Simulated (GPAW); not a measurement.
The system is Mn3Si.

```
Mn Si
1.0
     0.00000    2.86100    2.86100
     2.86100    0.00000    2.86100
     2.86100    2.86100    0.00000
Mn Si
3 1
Direct
  0.75000 0.75000 0.75000
  0.25000 0.25000 0.25000
  0.50000 0.50000 0.50000
  0.00000 0.00000 0.00000
```

| Item | Value |
| --- | --- |
| Program | GPAW 26.7.0 |
| Task | relaxation of cell and atoms |
| Functional | PBEsol |
| Potentials or basis | PAW data sets generated in the run's folder for this functional |
| Cutoff | 600 eV |
| Basis | pw |
| k mesh | 6 × 6 × 6 |
| Occupations | fermi-dirac, width 0.05 eV |
| Spin | collinear spin, ferromagnetic start |
| Starting moments | [4.0, 4.0, 4.0, 0.0] μB |

At the start: pressure -14.5 GPa; volume 11.71 Å³/atom.

Where does the relaxation end?

Over 4 steps the energy falls by 39.9 meV/atom and the volume is 10.88 Å³/atom (-7.1 %); space group Fm-3m (No. 225, to 0.05 Å); moment 1.07 μB per cell.

Step by step:
```
step  energy change (eV)  largest force (eV/Å)  pressure (GPa)  volume (Å³)
   1              0.0000                0.0000          -14.48        46.84
   2             -0.0442                0.0000          -12.58        46.31
   3             -0.1583                0.0000            1.45        43.22
   4             -0.1598                0.0000           -0.14        43.51
```

Final structure:
```
Mn Si
1.0
     0.00000    2.79170    2.79170
     2.79170    0.00000    2.79170
     2.79170    2.79170    0.00000
Mn Si
3 1
Direct
  0.75000 0.75000 0.75000
  0.25000 0.25000 0.25000
  0.50000 0.50000 0.50000
  0.00000 0.00000 0.00000
```

Caveat: each step starts from the last one's moments, so a moment once lost doesn't come back; later steps reuse the first step's grids.
